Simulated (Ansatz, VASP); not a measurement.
**Ca (Ca strained to the junction's net): VASP beside Ansatz**

Aim: how closely do two programs agree when they are given the same cell, functional and k mesh? The structure shown is the end of the Ansatz relaxation below.

Calculated with Ansatz 0.2.0; plane waves, with VASP 6.6.1 beside it; single point at PBE with D3(BJ).

**1. The starting structure**

Symmetry: Fm-3m, No. 225, cubic system. The conventional cell has a = 5.427 Å, b = 5.427 Å, c = 5.427 Å, α = 90.00°, β = 90.00°, γ = 90.00°. Nearest to Ca lie 12 Ca at 3.84 Å. That group holds within 0.01 Å; judged at 0.001 Å it is R-3m (No. 166).

**2. Ansatz: relaxation, PBE with D3(BJ)**

Ansatz runs on its default PAW (the set named soft_2) files.

This run makes the geometry at which the two programs are then compared.

input.yaml reads:

```yaml
crystal:
  lattice:
    - [3.84, 0.0, 0.0]
    - [-1.92, 3.3255375505, 0.0]
    - [0.0, 0.0, 9.6693363496]
  atoms:
    - { symbol: Ca, position: [0.0, 0.0, 0.0] }
    - { symbol: Ca, position: [0.3333333333, 0.6666666667, 0.3333333333] }
    - { symbol: Ca, position: [0.6666666667, 0.3333333333, 0.6666666667] }
kpoints:
  mp_grid: { grid: [12, 12, 3] }
scf:
  occupations: { method: fermi_dirac, width: 0.1 }
  max_iter: 150
hamiltonian:
  xc: pbe
  dispersion: d3bj
relax:
  f_tol: 0.01
  max_steps: 40
  cell: { fix: [a, b, angles] }
```

On the command line:

```bash
$ ansatz run input.yaml --threads 4 --pin off --max-ram 16384MiB --backend cpu --events-out ev --progress --plain --runs-dir out
```

Numbers of over 12 decimals in the logs are rounded to 6 here.

What it wrote:

```text
Engine: ansatz 0.2.0, aarch64-unknown-linux-gnu
Pseudopotentials: kind: paw
Pseudopotential: Ca, paw, valence charge 10, recommended cutoff 420 eV (normal), Ca.paw.azcp
Functional definition: PBE
  parameter kappa = 0.804
  parameter beta = 0.066725
  exchange = pbe_x(kappa = kappa, mu = beta*pi^2/3)
  correlation = pbe_c(beta = beta)
Crystal: 3 atoms, lattice volume = 123.478 Å³
Basis set: ecut = 420 eV, 2433 PW (Γ), exchange–correlation on 54×54×144 points (8 copies of the dense FFT grid, shifted against one another)
Bands: 19, of which v1, the nominal top of the filled ones, is band 15 counted from 1 (14 counted from 0)
Symmetry: 36 space group operations
Space group: R-3m (ITA 166), of the structure as read, at distance tolerance 5.0e-5 Å
k-points: 50 of 432
Non-local potential: Ca, projectors of the file, l = 0: 3, l = 1: 2, l = 2: 2
PAW form: soft (Blöchl's): semilocal exchange-correlation on the pseudo side does not see the compensation charge
PAW one-centre angular grid: Ca, 110 points (default); XC on 64 Gauss nodes
Initial density: superposition of atomic densities (neutral atoms: chi_scale 0, normalization atom), corrected by the library's trained network
Initial wavefunctions: pseudopotential atomic-orbital guess
Functional: x = pbe(κ = 0.804, μ = 0.219515), c = pbe(β = 0.066725)
SCF iter   1: F=—  HF=-5451.337122 eV  |F-HF|=—  |Δ(HF+E_count)|=         —  Δρ=7.60e-4  dr2=6.78e-4  ethr=1.77e-3  ⟨swp⟩=8.4  Hψ=11330  notcnv=0
automatic band count: the SCF goes on with 23 bands, as 19 were too few: the levels above may hold too much charge
preconditioner: auto → Kerker (q_TF=auto, 2.155 Å⁻¹)  [metal: Δε(μ)=0.016 eV  Ē_g=2.901 eV  σ=0.100 eV  W_gap=0.04  n_scr=24 (ndim 8)  ℏωp=8.2 eV  f_vac=0.000  D(μ)=3.75/eV (n_scr^D=36)]
SCF iter   2: F=—  HF=-5451.338368 eV  |F-HF|=—  |Δ(HF+E_count)|=   1.25e-3  Δρ=4.15e-4  dr2=1.80e-4  ethr=2.26e-6  ⟨swp⟩=2.7  Hψ=2364  notcnv=0
SCF iter   3: F=—  HF=-5451.338595 eV  |F-HF|=—  |Δ(HF+E_count)|=   2.27e-4  Δρ=1.10e-4  dr2=2.76e-5  ethr=6.00e-7  ⟨swp⟩=2.0  Hψ=1312  notcnv=0
SCF iter   4: F=—  HF=-5451.338589 eV  |F-HF|=—  |Δ(HF+E_count)|=   6.45e-6  Δρ=4.82e-5  dr2=5.01e-6  ethr=9.19e-8  ⟨swp⟩=1.9  Hψ=1270  notcnv=0
SCF iter   5: F=—  HF=-5451.338589 eV  |F-HF|=—  |Δ(HF+E_count)|=   6.84e-8  Δρ=9.55e-6  dr2=2.02e-7  ethr=1.67e-8  ⟨swp⟩=2.0  Hψ=1307  notcnv=0
SCF iter   6: F=-5451.338589 eV  HF=-5451.338589 eV  |F-HF|=2.70e-9  |Δ(HF+E_count)|=   1.02e-9  Δρ=3.03e-6  dr2=2.10e-8  ethr=3.33e-10  ⟨swp⟩=4.0  Hψ=3052  notcnv=0
SCF 1 converged in 6 iterations: F = -5451.338589 eV  dr2 = 2.10e-8
  greatest PAW one-centre occupation: 0.996 electrons in one spin orbital (limit 2), on the Ca atom at site 2 (counted from 0), in its partial waves of l = 0
relax step   1: F+E_penalty+E_count = -5451.33858895 eV  Δ(F+E_penalty+E_count) = +0.000e0 eV  max|allowed force component| = 2.073e-25 eV/Å  Δτ_max = 0.0000 Å  P = -0.436 GPa  Ω = 123.478 Å³  fix = [a, b, alpha, beta, gamma]  reactions: a -0.070, b -0.070 GPa  (6 SCF iters, dr2 threshold 1.00e-7 eV, accepted)
[...]
relax step   2: F+E_penalty+E_count = -5451.34834537 eV  Δ(F+E_penalty+E_count) = -9.756e-3 eV  max|allowed force component| = 1.065e-26 eV/Å  Δτ_max = 0.0000 Å  P = -0.199 GPa  Ω = 121.761 Å³  energy of the carried Pulay correction = +6.845e-5 eV  fix = [a, b, alpha, beta, gamma]  reactions: a +0.017, b +0.017 GPa  (4 SCF iters, dr2 threshold 3.00e-7 eV, accepted)
[...]
relax step   3: F+E_penalty+E_count = -5451.35212176 eV  Δ(F+E_penalty+E_count) = -3.776e-3 eV  max|allowed force component| = 4.716e-27 eV/Å  Δτ_max = 0.0000 Å  P = +0.107 GPa  Ω = 119.725 Å³  energy of the carried Pulay correction = +1.508e-4 eV  fix = [a, b, alpha, beta, gamma]  reactions: a +0.129, b +0.129 GPa  (4 SCF iters, dr2 threshold 3.00e-7 eV, accepted)
[...]
relax step   4: F+E_penalty+E_count = -5451.35215017 eV  Δ(F+E_penalty+E_count) = -2.840e-5 eV  max|allowed force component| = 5.611e-27 eV/Å  Δτ_max = 0.0000 Å  P = +0.081 GPa  Ω = 119.893 Å³  energy of the carried Pulay correction = +1.440e-4 eV  fix = [a, b, alpha, beta, gamma]  reactions: a +0.120, b +0.120 GPa  (4 SCF iters, dr2 threshold 1.01e-8 eV, accepted)
[...]
relax step   5: F+E_penalty+E_count = -5451.35201175 eV  Δ(F+E_penalty+E_count) = +1.384e-4 eV  max|allowed force component| = 5.553e-27 eV/Å  Δτ_max = 0.0000 Å  P = +0.081 GPa  Ω = 119.893 Å³  fix = [a, b, alpha, beta, gamma]  reactions: a +0.120, b +0.120 GPa  stress off target by 3.06e-3 GPa on what of the cell is left free  SCF on the basis re-selected at this cell (its energy is not comparable with the rows above)  (5 SCF iters)
basis re-selected at this cell: Δ(F+E_penalty+E_count) = +1.384e-4 eV, ΔP = -0.000 GPa vs the last step (what re-selecting the basis moved, of the pressure what is left beyond the Pulay correction that the steps carried, after the strain that the cell walked since its last selection, with what the two solves' SCF thresholds leave and, on support functions, any second-order correction that the steps lacked; it is no measure of the basis error at this ecutwfc). The dense FFT grid was sized anew with the basis: this SCF ran on 27×27×64 points, the steps before it on 27×27×72, so part of this shift can come from that change (see relax.cell in the input reference). [rest of the remark cut]
SCF converged after 5 iterations
Free energy (F): -5451.352012 eV
Harris-Foulkes:  -5451.352012 eV  (|F-HF|=2.73e-12)
Internal energy: -5451.236611 eV  (E = F + TS)
E sigma→0 (E₀):  -5451.294311 eV
Entropy (-TS):   -0.115401 eV (-38.467 meV/atom)
Fermi energy:    5.339086 eV
--- Per-component energies (eV) ---
  E_band       = -511.063774
  E_kinetic    = 828.348499
  E_local      = -2496.321736  (includes V_loc(G=0)·N_el)
  E_nonlocal   = 191.230988
  E_hartree    = 834.132870
  E_xc         = -408.370462
  E_vxc        = -509.075956  (∫ρ·V_xc dr)
  E_paw        = -2574.827208  (= ΣΔE_a)
  E_vpaw       = -193.511293  (= ΣTr[D̂ρ^β])
  E_aug_tail   = -0.000018  (compensation charges beyond the density's cutoff)
  E_ewald      = -1824.702769
  E_disp       = -0.726774  (pairwise vdW)
  E_smearing   = -0.115401  (= −TS)
  E_closure    = -0.000000  (closes the sum)
  Σ components = -5451.352012   (vs F -5451.352012, Δ=0.00e0)
--- Forces (eV/Å), atoms counted from 1 ---
  atom   1  Ca     0.00000000    -0.00000000     0.00000000
  atom   2  Ca    -0.00000000     0.00000000     0.00000000
  atom   3  Ca     0.00000000    -0.00000000     0.00000000
  max |Σ_I F_I| component: 8.33e-27 eV/Å
--- Stress (GPa, compression-positive) ---
        0.119512       0.000000       0.000000
       -0.000000       0.119512       0.000000
        0.000000       0.000000       0.003062
  P = ⅓ Tr σ = 0.0807 GPa (0.807 kbar)
--- Relaxed structure (4 steps of the walk, 4 accepted, 1 SCFs on fresh bases) ---
  F+E_penalty+E_count = -5451.35201175 eV   max|allowed force component| = 5.553e-27 eV/Å   (the final SCF, on the basis selected at the relaxed cell)
  cell:  # Å, volume = 119.8926 Å³
    - [3.840000, 0, 0]
    - [-1.920000, 3.325538, 0]
    - [0, 0, 9.388564]
  atoms:
    - { symbol: Ca, position: [0, 0, 0] }
    - { symbol: Ca, position: [0.333333, 0.666667, 0.333333] }
    - { symbol: Ca, position: [0.666667, 0.333333, 0.666667] }
```

**3. VASP: single point, PBE with D3(BJ)**

The same cell, functional, mesh and smearing now go to VASP, with its own data sets.

Lines of VASP's logs that name or quote its potential files are left out, and so is its time.

INCAR reads:

```
SYSTEM = Ca
PREC = Accurate
ENCUT = 500
EDIFF = 1E-06
NELM = 120
ISMEAR = -1
SIGMA = 0.1
LREAL = .FALSE.
ALGO = Normal
GGA = PE
IVDW = 12
NBANDS = 21
LORBIT = 11
LWAVE = .FALSE.
LCHARG = .FALSE.
ISIF = 2
LASPH = .TRUE.
GGA_COMPAT = .FALSE.
```

POSCAR reads:

```
Ca
1.0
    3.8400000000      0.0000000000      0.0000000000
   -1.9200000000      3.3255375505      0.0000000000
    0.0000000000      0.0000000000      9.3885640356
Ca
3
Direct
    0.0000000000      0.0000000000      0.0000000000
    0.3333333333      0.6666666667      0.3333333333
    0.6666666667      0.3333333333      0.6666666667
```

KPOINTS reads:

```
Automatic mesh
0
Gamma
12 12 3
0 0 0
```

Potentials, in the order of the species: Ca_sv (PBE family, release 64).

On the command line:

```bash
$ mpirun -np 1 vasp_std
```

What it wrote:

```text
[banner, memory and clock lines left out]
running    1 mpi-ranks, on    1 nodes
 distrk:  each k-point on    1 cores,    1 groups
 distr:  one band on    1 cores,    1 groups

 POSCAR found type information on POSCAR Ca
 POSCAR found :  1 types and       3 ions
 LDA part: xc-table for (Slater+PW92), standard interpolation
 POSCAR, INCAR and KPOINTS ok, starting setup
 FFT: planning ... GRIDC
 FFT: planning ... GRID_SOFT
 FFT: planning ... GRID
 WAVECAR not read
 entering main loop
       N       E                     dE             d eps       ncg     rms          rms(c)
DAV:   1     0.272664764015E+03    0.27266E+03   -0.14397E+04  2100   0.127E+03
DAV:   2     0.948948575997E+01   -0.26318E+03   -0.25939E+03  2220   0.376E+02
DAV:   3    -0.471526859588E+01   -0.14205E+02   -0.13747E+02  4040   0.649E+01
DAV:   4    -0.582621367521E+01   -0.11109E+01   -0.10998E+01  3045   0.160E+01
DAV:   5    -0.587274970166E+01   -0.46536E-01   -0.46497E-01  3128   0.340E+00    0.385E+00
DAV:   6    -0.584250997630E+01    0.30240E-01   -0.66870E-02  2897   0.208E+00    0.226E+00
DAV:   7    -0.583273961034E+01    0.97704E-02   -0.45995E-02  2502   0.223E+00    0.190E-01
DAV:   8    -0.583171312470E+01    0.10265E-02   -0.51239E-03  2778   0.597E-01    0.117E-01
DAV:   9    -0.583180801629E+01   -0.94892E-04   -0.62875E-04  3741   0.101E-01    0.933E-02
DAV:  10    -0.583189404933E+01   -0.86033E-04   -0.18905E-04  2465   0.158E-01    0.761E-02
DAV:  11    -0.583186802152E+01    0.26028E-04   -0.25455E-05  2686   0.489E-02    0.316E-02
DAV:  12    -0.583186228876E+01    0.57328E-05   -0.50462E-06  2640   0.195E-02    0.132E-02
DAV:  13    -0.583185887862E+01    0.34101E-05   -0.13558E-06  1545   0.137E-02    0.138E-03
DAV:  14    -0.583185878879E+01    0.89826E-07   -0.40803E-07  1500   0.498E-03
   1 F= -.65583834E+01 E0= -.65007506E+01  d E =-.115266E+00
```

OUTCAR, selected parts (step 3):

```text
ion  position               nearest neighbor table
   1  0.000  0.000  0.000-
   2  0.333  0.667  0.333-
   3  0.667  0.333  0.667-

  LATTYP: Found a hexagonal cell.
 ALAT       =     3.8400000000
 C/A-ratio  =     2.4449385509

 Subroutine GETGRP returns: Found 12 space group operations
 (whereof 12 operations were pure point group operations)

The static configuration has the point symmetry D_3d.

 Found     50 irreducible k-points:

   k-points           NKPTS =     50   k-points in BZ     NKDIM =     50   number of bands    NBANDS=     21

   dimension x,y,z NGX =    28 NGY =   28 NGZ =   70
   dimension x,y,z NGXF=    56 NGYF=   56 NGZF=  140

   ENCUT  =  500.0 eV  36.75 Ry    6.06 a.u.   7.00  7.00 17.12*2*pi/ulx,y,z

   NELECT =      30.0000    total number of electrons

 k-points in reciprocal lattice and weights: Automatic mesh
   0.00000000  0.00000000  0.00000000       0.002
   0.08333333  0.00000000  0.00000000       0.014
   0.16666667 -0.00000000  0.00000000       0.014
   0.25000000  0.00000000  0.00000000       0.014
   0.33333333  0.00000000  0.00000000       0.014
   0.41666667  0.00000000  0.00000000       0.014
   0.50000000  0.00000000  0.00000000       0.007
   0.08333333  0.08333333  0.00000000       0.014
   0.16666667  0.08333333  0.00000000       0.028
[...]
-0.25000000 -0.41666667  0.33333333       0.028
   0.33333333  0.33333333  0.33333333       0.009

 average (electrostatic) potential at core
       1 -48.5791       2 -48.5791       3 -48.5791

 E-fermi :   2.1873

 k-point     1 :       0.0000    0.0000    0.0000
  band No.  band energies     occupation
    ...
     11     -20.6120      2.00000
     12     -20.6120      2.00000
     13      -1.9409      2.00000
     14      -0.1387      2.00000
     15      -0.1387      2.00000
     16       3.0984      0.00022
     17       3.0984      0.00022
     18       4.5917      0.00000
     19       4.6018      0.00000
     20       4.6066      0.00000
    ...

 k-point     2 :       0.0833    0.0000    0.0000
  band No.  band energies     occupation
    ...
     11     -20.6152      2.00000
     12     -20.6141      2.00000
     13      -1.8303      2.00000
     14      -0.0429      2.00000
     15      -0.0423      2.00000
     16       3.0957      0.00023
     17       3.1076      0.00020
     18       4.4688      0.00000
     19       4.4720      0.00000
     20       4.4880      0.00000
    ...

 k-point     3 :       0.1667   -0.0000    0.0000
  band No.  band energies     occupation
    ...
     11     -20.6197      2.00000
     12     -20.6192      2.00000
     13      -1.5056      2.00000
     14       0.2309      2.00000
     15       0.2358      2.00000
     16       3.0670      0.00030
     17       3.1519      0.00013
     18       4.0778      0.00000
     19       4.1593      0.00000
     20       4.1602      0.00000
    ...

 Edisp (eV)   -0.72652

  Total       0.09702     0.09702     0.01008     0.00000     0.00000     0.00000
  in kB       1.29656     1.29656     0.13470     0.00000     0.00000     0.00000
  external pressure =        0.91 kB  Pullay stress =        0.00 kB

  energy-cutoff  :      500.00
  volume of cell :      119.89
      direct lattice vectors                 reciprocal lattice vectors
     3.840000000  0.000000000  0.000000000     0.260416667  0.150351633  0.000000000
    -1.920000000  3.325537550  0.000000000     0.000000000  0.300703265  0.000000000
     0.000000000  0.000000000  9.388564036     0.000000000  0.000000000  0.106512561

 POSITION                                       TOTAL-FORCE (eV/Angst)
 -----------------------------------------------------------------------------------
      0.00000      0.00000      0.00000        -0.000000     -0.000000     -0.000000
     -0.00000      2.21703      3.12952        -0.000000      0.000000      0.000000
      1.92000      1.10851      6.25904         0.000000     -0.000000     -0.000000
 -----------------------------------------------------------------------------------
    total drift:                               -0.000000      0.000000     -0.000000

  FREE ENERGIE OF THE ION-ELECTRON SYSTEM (eV)
  ---------------------------------------------------
  free  energy   TOTEN  =        -6.5583833666 eV

  energy  without entropy=       -6.4431178109  energy(sigma->0) =       -6.50075059

 total charge
# of ion       s       p       d       tot
------------------------------------------
    1        2.087   5.833   0.172   8.093
    2        2.087   5.833   0.172   8.093
    3        2.087   5.833   0.172   8.093
--------------------------------------------------
tot          6.262  17.499   0.517  24.278

[... 3 further parts left out ...]
```

The k-mesh is coarse for a metal.

The run ends at a pressure of 0.09 GPa.

**4. Comparison**

Known differences besides the potentials themselves: the cutoff is 420 eV in Ansatz and 500 eV in VASP; Ansatz's pressure holds a Pulay correction, VASP's none. Total energies have different zeros and are not compared.

Compared:

```tsv
quantity	Ansatz	VASP	difference
pressure (GPa)	0.08	0.09	-0.01
```

**5. Results**

* difference in pressure (single point, PBE with D3(BJ)): -0.010 GPa

In words: The difference in pressure is -0.010 GPa (single point, PBE with D3(BJ)), within the 1 GPa picked in this series as the mark of a large difference. Such differences can come from data sets, numerical settings and the points named under the comparisons, not from the functional's error against experiment.

[Lines on the potential files, build, host, timing and source positions are cut from VASP's logs without a mark.]

[Logs are printed without paths, hosts, clocks, repeated set-up lines and the standing remarks that a program may print on its own settings, such as how far it seeks lower states.]

[Hosts, paths, dates, database ids (printed as entryN), source tags and the programs' standing remarks are cut or masked in the printed files.]
